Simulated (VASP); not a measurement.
# CdTe: single point with r2SCAN0

**What was measured.**

From a printed reference work, data compilation, for a bulk crystal of CdTe at 0 K: band gap 1.607 eV.

Crystal: CdTe.

```
CELL_PARAMETERS angstrom
0.00000 3.27990 3.27990
3.27990 0.00000 3.27990
3.27990 3.27990 0.00000
ATOMIC_POSITIONS crystal
Cd 0.00000 0.00000 0.00000
Te 0.25000 0.25000 0.25000
```

| Quantity | Value |
| --- | --- |
| Program | VASP 6.6.1 |
| Task | single point |
| Functional | r2SCAN0 |
| Potentials or basis | VASP PAW PBE potentials, release 64 (Cd, Te) |
| Cutoff | 520 eV |
| k mesh | 4 × 4 × 4 |
| Occupations | gaussian, width 0.01 eV |
| Spin | no spin polarisation |
| Dipole correction | no |
| Grid for exact exchange (PRECFOCK) | Normal |
| Further INCAR settings | ALGO = Normal; EDIFF = 1e-07; NBANDS = 16 |
| Share of exact exchange | 0.25 |

The pressure is -0.5 GPa. The band gap on the k mesh is 2.43 eV.

Levels at points of the mesh, in eV from the valence-band top:
| k point | band 7 | band 8 | band 9 | band 10 | band 11 | band 12 |
| --- | --- | --- | --- | --- | --- | --- |
| (0.00, 0.00, 0.00) | 0.00 | 0.00 | 0.00 | 2.43 | 6.49 | 6.49 |
| (0.50, 0.00, 0.00) | -4.63 | -0.79 | -0.79 | 3.53 | 7.04 | 7.04 |
| (0.50, 0.50, 0.00) | -4.50 | -1.92 | -1.92 | 4.19 | 4.37 | 10.87 |

Wall time 8.2 min on 1 thread of Intel(R) Xeon(R) Platinum 8488C (Sapphire Rapids), on a shared host, peak memory 0.23 GiB.

Measured gap of CdTe: 1.607 eV (0 K; a printed reference work, data compilation). This calculation gives 2.43 eV (+0.82 eV). Spin-orbit coupling on Cd, Te is left out. The value is that of r2SCAN0, without temperature or zero-point motion.

Caveat: the PAW data sets were made with another functional, which shifts forces and pressure a little; spin-orbit coupling is left out, which moves the levels of the heavy elements.
